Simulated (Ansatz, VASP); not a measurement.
# GaSb: VASP beside Ansatz, part 2 of 2

Aim: how closely do two programs agree when they are given the same cell, functional and k mesh? The cell is taken from a series of runs on this material, whose earlier steps may have relaxed, scaled, displaced or heated it; both programs get it as it stands.

VASP 6.6.1 and Ansatz 0.2.0.

So far: Set-up; Ansatz: zone-centre phonons, LDA.

### Step 3. VASP: zone-centre phonons, LDA

Level of this step: LDA; plane waves and PAW (Ga_d, Sb) (VASP).

The same cell, functional (in two slightly different forms), mesh and smearing now go to VASP, with its own data sets.

Lines of VASP's logs that name or quote its potential files are left out, and so is its time.

The input, INCAR:

```
SYSTEM = GaSb
PREC = Accurate
ENCUT = 500
EDIFF = 1E-08
NELM = 120
ISMEAR = 1
SIGMA = 0.2
LREAL = .FALSE.
ALGO = Normal
GGA = CA
NBANDS = 15
LORBIT = 11
LWAVE = .FALSE.
LCHARG = .FALSE.
ISIF = 2
IBRION = 8
LASPH = .TRUE.
GGA_COMPAT = .FALSE.
EFERMI = MIDGAP
KPAR = 2
```

The input, POSCAR:

```
GaSb
1.0
    0.0000000000      3.0848534594      2.9678816641
    3.0848534594      0.0000000000      2.9678816641
    3.0848534594      3.0848534594      0.0000000000
Ga Sb
1 1
Direct
    0.0000000000      0.0000000000      0.0000000000
    0.7500000000      0.7500000000      0.7500000000
```

The input, KPOINTS:

```
Automatic mesh
0
Gamma
12 12 12
0 0 0
```

Potentials, in the order of the species: Ga_d and Sb (LDA family, release 64).

On the command line:

```bash
$ mpirun -np 2 vasp_std
```

Numbers of over 12 decimals in the logs are rounded to 6 here.

The program printed:

```text
[banner, memory and clock lines left out]
running    2 mpi-ranks, on    1 nodes
 distrk:  each k-point on    1 cores,    2 groups
 distr:  one band on    1 cores,    1 groups

 POSCAR found type information on POSCAR GaSb
 POSCAR found :  2 types and       2 ions
 LDA part: xc-table for (Slater(with rela. corr.)+CA(PZ))
 , standard interpolation
 POSCAR, INCAR and KPOINTS ok, starting setup
 FFT: planning ... GRIDC
 FFT: planning ... GRID_SOFT
 FFT: planning ... GRID
 WAVECAR not read
 entering main loop
       N       E                     dE             d eps       ncg     rms          rms(c)
DAV:   1     0.814198294204E+02    0.81420E+02   -0.85199E+03  4986   0.144E+03
DAV:   2    -0.240078059979E+01   -0.83821E+02   -0.80852E+02  5639   0.304E+02
DAV:   3    -0.867053040735E+01   -0.62697E+01   -0.62530E+01  5933   0.684E+01
DAV:   4    -0.878358109832E+01   -0.11305E+00   -0.11303E+00  6074   0.103E+01
DAV:   5    -0.878633027000E+01   -0.27492E-02   -0.27491E-02  6402   0.140E+00    0.333E+00
DAV:   6    -0.869876286168E+01    0.87567E-01   -0.75093E-02  7240   0.442E+00    0.194E+00
DAV:   7    -0.866352863950E+01    0.35234E-01   -0.50219E-02  5632   0.180E+00    0.292E-01
DAV:   8    -0.866323237513E+01    0.29626E-03   -0.46513E-03  6185   0.837E-01    0.941E-02
DAV:   9    -0.866331220518E+01   -0.79830E-04   -0.33964E-04  5843   0.162E-01    0.386E-02
DAV:  10    -0.866330538482E+01    0.68204E-05   -0.16652E-05  6360   0.347E-02    0.139E-02
DAV:  11    -0.866330752990E+01   -0.21451E-05   -0.44262E-06  5711   0.197E-02    0.503E-03
DAV:  12    -0.866330750174E+01    0.28159E-07   -0.22426E-07  6255   0.357E-03    0.103E-03
DAV:  13    -0.866330751138E+01   -0.96406E-08   -0.20733E-08  5888   0.134E-03
   1 F= -.86633075E+01 E0= -.86634815E+01  d E =0.521976E-03
 Linear response reoptimize wavefunctions to high precision
DAV:   1    -0.866330751145E+01   -0.62755E-10   -0.74397E-10  5025   0.347E-04
 Linear response DOF=           4
 Linear response progress:
  Degree of freedom:   1/  4
       N       E                     dE             d eps       ncg     rms          rms(c)
RMM:   1    -0.168249214670E+00   -0.16825E+00    0.88235E-02 17764   0.843E+00
RMM:   2    -0.166854314920E+00    0.13949E-02   -0.28060E-02 26644   0.137E+00    0.400E-02
RMM:   3    -0.166915088423E+00   -0.60774E-04   -0.33555E-03 27742   0.446E-01    0.261E-02
RMM:   4    -0.166865852612E+00    0.49236E-04   -0.14576E-03 30610   0.213E-01    0.144E-02
RMM:   5    -0.166895819126E+00   -0.29967E-04   -0.64621E-05 29362   0.550E-02    0.428E-03
RMM:   6    -0.166898057924E+00   -0.22388E-05   -0.14742E-05 29929   0.232E-02    0.518E-04
RMM:   7    -0.166891361448E+00    0.66965E-05   -0.33610E-06 29149   0.102E-02    0.615E-04
RMM:   8    -0.166895119743E+00   -0.37583E-05   -0.70621E-07 29394   0.466E-03    0.124E-04
RMM:   9    -0.166896039298E+00   -0.91955E-06   -0.21958E-07 29698   0.219E-03    0.811E-05
RMM:  10    -0.166896690619E+00   -0.65132E-06   -0.62348E-08 29926   0.106E-03    0.201E-05
RMM:  11    -0.166896703962E+00   -0.13343E-07   -0.50592E-09 29789   0.521E-04    0.171E-05
RMM:  12    -0.166896796465E+00   -0.92503E-07   -0.11968E-08 29984   0.267E-04    0.102E-05
RMM:  13    -0.166896889959E+00   -0.93494E-07   -0.10181E-08 29388   0.142E-04    0.161E-06
RMM:  14    -0.166896888896E+00    0.10632E-08    0.93471E-10 30071   0.811E-05    0.333E-06
 first order change of Fermi-energy  -0.73941E-05
 force on displaced ion       1 direction 1 :  -7.849  -0.000  -0.000
 Linear response progress:
  Degree of freedom:   2/  4
       N       E                     dE             d eps       ncg     rms          rms(c)
RMM:   1    -0.167898039407E+00   -0.16790E+00    0.10591E-01 10421   0.851E+00
RMM:   2    -0.166601733243E+00    0.12963E-02   -0.26664E-02 15531   0.134E+00    0.402E-02
RMM:   3    -0.166727880303E+00   -0.12615E-03   -0.40422E-03 16027   0.466E-01    0.251E-02
RMM:   4    -0.166702626424E+00    0.25254E-04   -0.23114E-03 17647   0.237E-01    0.151E-02
RMM:   5    -0.166711292723E+00   -0.86663E-05   -0.81249E-05 17039   0.564E-02    0.509E-03
RMM:   6    -0.166712028296E+00   -0.73557E-06   -0.15922E-05 17203   0.234E-02    0.146E-03
RMM:   7    -0.166696281979E+00    0.15746E-04   -0.38497E-06 16905   0.107E-02    0.674E-04
RMM:   8    -0.166699286183E+00   -0.30042E-05   -0.77859E-07 17128   0.475E-03    0.193E-04
RMM:   9    -0.166700675101E+00   -0.13889E-05   -0.21483E-07 17160   0.223E-03    0.841E-05
RMM:  10    -0.166701112639E+00   -0.43754E-06   -0.42456E-08 17456   0.107E-03    0.304E-05
RMM:  11    -0.166701213822E+00   -0.10118E-06   -0.18515E-08 17498   0.537E-04    0.253E-05
RMM:  12    -0.166701393877E+00   -0.18006E-06    0.32143E-10 17142   0.274E-04    0.112E-05
RMM:  13    -0.166701493629E+00   -0.99752E-07    0.13744E-09 17249   0.148E-04    0.876E-07
RMM:  14    -0.166701462474E+00    0.31155E-07    0.18451E-09 16750   0.846E-05    0.461E-06
RMM:  15    -0.166701486131E+00   -0.23657E-07    0.34521E-10 17341   0.515E-05    0.215E-06
RMM:  16    -0.166701502302E+00   -0.16171E-07    0.11578E-09 17538   0.352E-05    0.679E-07
RMM:  17    -0.166701507877E+00   -0.55748E-08   -0.60639E-11 16695   0.265E-05    0.127E-07
 first order change of Fermi-energy   0.12253E-03
 force on displaced ion       1 direction 3 :   0.000   0.000  -7.890
 Linear response progress:
  Degree of freedom:   3/  4
       N       E                     dE             d eps       ncg     rms          rms(c)
RMM:   1    -0.294289791969E-01   -0.29429E-01    0.22658E-03 28681   0.139E+00
RMM:   2    -0.265777627779E-01    0.28512E-02   -0.35802E-03 26080   0.392E-01    0.678E-02
RMM:   3    -0.265206935209E-01    0.57069E-04   -0.21283E-04 29075   0.105E-01    0.361E-02
RMM:   4    -0.265430336214E-01   -0.22340E-04   -0.42040E-05 29008   0.446E-02    0.452E-03
RMM:   5    -0.265481828594E-01   -0.51492E-05   -0.59234E-06 30158   0.153E-02    0.288E-03
RMM:   6    -0.265401362288E-01    0.80466E-05   -0.79007E-07 28692   0.489E-03    0.487E-04
RMM:   7    -0.265397961244E-01    0.34010E-06   -0.74690E-08 30173   0.148E-03    0.280E-04
RMM:   8    -0.265395709113E-01    0.22521E-06   -0.15546E-08 28626   0.524E-04    0.532E-05
RMM:   9    -0.265395795720E-01   -0.86607E-08   -0.48985E-09 30286   0.199E-04    0.299E-05
 first order change of Fermi-energy   0.89451E-04
 force on displaced ion       2 direction 1 :  -7.880  -0.000  -0.000
 Linear response progress:
  Degree of freedom:   4/  4
       N       E                     dE             d eps       ncg     rms          rms(c)
RMM:   1    -0.289199518295E-01   -0.28920E-01    0.48282E-03 16745   0.137E+00
RMM:   2    -0.265752765340E-01    0.23447E-02   -0.35688E-03 15369   0.376E-01    0.654E-02
RMM:   3    -0.264838702253E-01    0.91406E-04   -0.21969E-04 16916   0.103E-01    0.351E-02
RMM:   4    -0.264886696013E-01   -0.47994E-05   -0.44612E-05 16952   0.443E-02    0.453E-03
RMM:   5    -0.264930183154E-01   -0.43487E-05   -0.60831E-06 17795   0.155E-02    0.286E-03
RMM:   6    -0.264874275761E-01    0.55907E-05   -0.76079E-07 16980   0.484E-03    0.950E-04
RMM:   7    -0.264860243751E-01    0.14032E-05   -0.67171E-08 17337   0.145E-03    0.337E-04
RMM:   8    -0.264853398868E-01    0.68449E-06   -0.14511E-08 17129   0.543E-04    0.682E-05
RMM:   9    -0.264853092419E-01    0.30645E-07   -0.17076E-09 17417   0.194E-04    0.172E-05
RMM:  10    -0.264853337760E-01   -0.24534E-07   -0.56213E-10 16598   0.726E-05    0.309E-06
RMM:  11    -0.264853308796E-01    0.28964E-08    0.11622E-10 17228   0.285E-05    0.383E-06
 first order change of Fermi-energy   0.63240E-03
 force on displaced ion       2 direction 3 :  -0.000  -0.000  -7.923
 Linear response finished
```

Parts of OUTCAR (step 3):

```text
ion  position               nearest neighbor table
   1  0.000  0.000  0.000-   2 2.64   2 2.64   2 2.64   2 2.64
   2  0.750  0.750  0.750-   1 2.64   1 2.64   1 2.64   1 2.64

  LATTYP: Found a body centered tetragonal cell.
 ALAT       =     4.3626416002
 C/A-ratio  =     1.3605892650

 Subroutine GETGRP returns: Found  8 space group operations
 (whereof  8 operations were pure point group operations)

The static configuration has the point symmetry D_2d.

 Found    163 irreducible k-points:

   k-points           NKPTS =    163   k-points in BZ     NKDIM =    163   number of bands    NBANDS=     15

   dimension x,y,z NGX =    32 NGY =   32 NGZ =   32
   dimension x,y,z NGXF=    64 NGYF=   64 NGZF=   64

   ENCUT  =  500.0 eV  36.75 Ry    6.06 a.u.   7.80  7.80  7.95*2*pi/ulx,y,z

   NELECT =      18.0000    total number of electrons

 k-points in reciprocal lattice and weights: Automatic mesh
   0.00000000  0.00000000  0.00000000       0.001
   0.08333333  0.00000000  0.00000000       0.005
   0.16666667  0.00000000  0.00000000       0.005
   0.25000000  0.00000000  0.00000000       0.005
   0.33333333  0.00000000  0.00000000       0.005
   0.41666667  0.00000000  0.00000000       0.005
   0.50000000  0.00000000  0.00000000       0.002
   0.08333333  0.08333333  0.00000000       0.001
   0.16666667  0.08333333  0.00000000       0.005
[...]
-0.33333333  0.16666667  0.50000000       0.002
  -0.25000000  0.25000000  0.50000000       0.001

 average (electrostatic) potential at core
       1 -66.7631       2 -88.5376

  Total       -0.5195919     -0.5195919      0.0627856      0.0000000      0.0000000      0.0000000
  in kB      -14.7376172    -14.7376172      1.7808400      0.0000000      0.0000000      0.0000000
  external PRESSURE =      -9.2314648 kB  Pullay stress =       0.0000000 kB

  energy-cutoff  :      500.00
  volume of cell :       56.49
      direct lattice vectors                 reciprocal lattice vectors
     0.000000000  3.084853459  2.967881664    -0.162082253  0.162082253  0.168470329
     3.084853459  0.000000000  2.967881664     0.162082253 -0.162082253  0.168470329
     3.084853459  3.084853459  0.000000000     0.162082253  0.162082253 -0.168470329

 POSITION                                       TOTAL-FORCE (eV/Angst)
 -----------------------------------------------------------------------------------
      0.00000      0.00000      0.00000         0.000000      0.000000      0.000000
      4.62728      4.62728      4.45182        -0.000000     -0.000000     -0.000000
 -----------------------------------------------------------------------------------
    total drift:                               -0.000001     -0.000001      0.000001

 Eigenvectors and eigenvalues of the dynamical matrix
 ----------------------------------------------------

   1 f  =    6.600187 THz    41.470196 2PiTHz  220.158531 cm-1    27.296167 meV
             X         Y         Z           dx          dy          dz
      0.000000  0.000000  0.000000     0.000000   -0.000000   -0.796806
      4.627280  4.627280  4.451822    -0.000000    0.000000    0.604236

   2 f  =    6.582754 THz    41.360661 2PiTHz  219.577026 cm-1    27.224069 meV
             X         Y         Z           dx          dy          dz
      0.000000  0.000000  0.000000    -0.000000   -0.796840    0.000000
      4.627280  4.627280  4.451822     0.000000    0.604190   -0.000000

   3 f  =    6.582754 THz    41.360661 2PiTHz  219.577026 cm-1    27.224069 meV
             X         Y         Z           dx          dy          dz
      0.000000  0.000000  0.000000     0.796840   -0.000000   -0.000000
      4.627280  4.627280  4.451822    -0.604190    0.000000    0.000000

   4 f/i=    0.006190 THz     0.038892 2PiTHz    0.206469 cm-1     0.025599 meV
             X         Y         Z           dx          dy          dz
      0.000000  0.000000  0.000000    -0.500327    0.338701   -0.000000
      4.627280  4.627280  4.451822    -0.659860    0.446699   -0.000000

   5 f/i=    0.006190 THz     0.038892 2PiTHz    0.206469 cm-1     0.025599 meV
             X         Y         Z           dx          dy          dz
      0.000000  0.000000  0.000000     0.338701    0.500327   -0.000000
      4.627280  4.627280  4.451822     0.446699    0.659860   -0.000000

   6 f/i=    0.006588 THz     0.041391 2PiTHz    0.219738 cm-1     0.027244 meV
             X         Y         Z           dx          dy          dz
      0.000000  0.000000  0.000000     0.000000    0.000000    0.604236
      4.627280  4.627280  4.451822     0.000000    0.000000    0.796806

 ELASTIC MODULI CONTR FROM IONIC RELAXATION (kBar)
 Direction    XX          YY          ZZ          XY          YZ          ZX
 --------------------------------------------------------------------------------
 XX           0.0000      0.0000      0.0000      0.0000      0.0000      0.0000
 YY           0.0000      0.0000      0.0000      0.0000      0.0000      0.0000
 ZZ           0.0000      0.0000      0.0000      0.0000      0.0000      0.0000
 XY           0.0000      0.0000      0.0000   -157.1058      0.0000      0.0000
 YZ           0.0000      0.0000      0.0000      0.0000   -162.8855      0.0000
 ZX           0.0000      0.0000      0.0000      0.0000      0.0000   -139.4157
 --------------------------------------------------------------------------------
```

The gap is under twice the smearing width, so the edge states are partly filled and the run can't tell a small gap from a semimetal. Methfessel-Paxton smearing is not meant for a cell with a gap.

### Step 4. Side by side

Known differences besides the potentials themselves: the two LDA forms differ slightly; the data sets hold 28 valence electrons in Ansatz (on its PAW soft_1 files) and 18 in VASP; the cutoff is 420 eV in Ansatz and 500 eV in VASP; VASP's log shows a relativistic correction to its local exchange, Ansatz's none. Total energies have different zeros and are not compared.

Compared:

| quantity | Ansatz | VASP | difference |
| --- | --- | --- | --- |
| optical mode 1 to 2 (cm⁻¹) | 217.8 | 219.6 | -0.79 % |
| optical mode 3 (cm⁻¹) | 218.6 | 220.2 | -0.73 % |

Modes are paired by rising frequency, not by their patterns, so a pair may set unlike modes beside each other; they are those without the splitting of longitudinal modes.

### Step 5. What came out

| Property | Result |
| --- | --- |
| r.m.s. difference of the optical zone-centre modes, each program's sorted by frequency (zone-centre phonons, LDA) | 1.7 cm⁻¹ |
| difference in optical mode 1 to 2 (zone-centre phonons, LDA) | -0.8 % |

**Reading.** The r.m.s. difference of the optical zone-centre modes, each program's sorted by frequency is 1.7 cm⁻¹ (zone-centre phonons, LDA). The data sets hold unlike numbers of valence electrons (28 in Ansatz and 18 in VASP), so part of the differences comes from the potentials. Among the rows given in per cent, the largest difference of the zone-centre phonons, LDA pair is in optical mode 1 to 2, -0.8 %. How closely two codes agree says nothing of how well the functional describes the real material.

[Lines on the potential files, build, host, timing and source positions are cut from VASP's logs without a mark.]

[Logs are printed without paths, hosts, clocks, repeated set-up lines and the standing remarks that a program may print on its own settings, such as how far it seeks lower states.]

[Hosts, paths, dates, database ids (printed as entryN), source tags and the programs' standing remarks are cut or masked in the printed files.]
